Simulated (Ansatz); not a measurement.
Theory: Ansatz 0.2.0, DFT PBE, scalar-relativistic, plane waves, PAW. Settings: cutoff 420 eV, Γ-centred meshes spaced at most about 0.3 Å⁻¹, and about 0.25 Å⁻¹ or finer for metals (2π included), Gaussian smearing. No spin polarisation.

Each guess is relaxed in cell and atoms at zero pressure, on a coarse mesh first where it starts far from rest and then on a converged one. The steps can't lower the symmetry of the start, but it can rise. Energies are static (0 K, no zero-point motion).

Two unrelaxed guesses for In4P:

A.

```
In P
1.0
     4.93819    0.00000    0.00000
     0.00000    4.93819    0.00000
     0.00000    0.00000    4.93819
In P
4 1
Direct
  0.50000 0.00000 0.00000
  0.00000 0.50000 0.00000
  0.00000 0.00000 0.50000
  0.50000 0.50000 0.50000
  0.00000 0.00000 0.00000
```

B.

```
In P
1.0
    -3.43947    3.43947    3.43947
     3.43947   -3.43947    3.43947
     3.43947    3.43947   -3.43947
In P
4 1
Direct
  0.00000 0.00000 0.74631
  0.74631 0.00000 0.00000
  0.00000 0.74631 0.00000
  0.25369 0.25369 0.25369
  0.00000 0.00000 0.00000
```

Problem. Do they relax into the same structure? If not, which is lower?

Solution. No. B ends lower, by 43 meV/atom. A: Pm-3m at 24.1 Å³/atom → Pm-3m at 29.5 Å³/atom; B: I-43m at 32.6 Å³/atom → Im-3m at 28.7 Å³/atom. Counting In atoms around P (those within 1.25 times the shortest such distance or 1.15 times the sum of covalent radii, 1.27 where that leaves under three), the end of A has P 6 and the end of B has P 8. End of A. Conventional cell: a = 5.282 Å. In on a site of symmetry m-3m is surrounded by 12 In at 3.74 Å; In on a site of symmetry 4/mmm is surrounded by 2 P at 2.64 Å and 12 In at 3.74 Å; around P lie 6 In at 2.64 Å. End of B. Conventional cell: a = 6.598 Å. In is surrounded by 2 P at 2.86 Å and 6 In at 3.30 Å; P is surrounded by 8 In at 2.86 Å.

Ends held by symmetry can be saddle points. Even the lowest of the cells shown lies +0.22 eV/atom against the elements. Some types were kept out of the candidates beforehand, so the set may lack a known form.
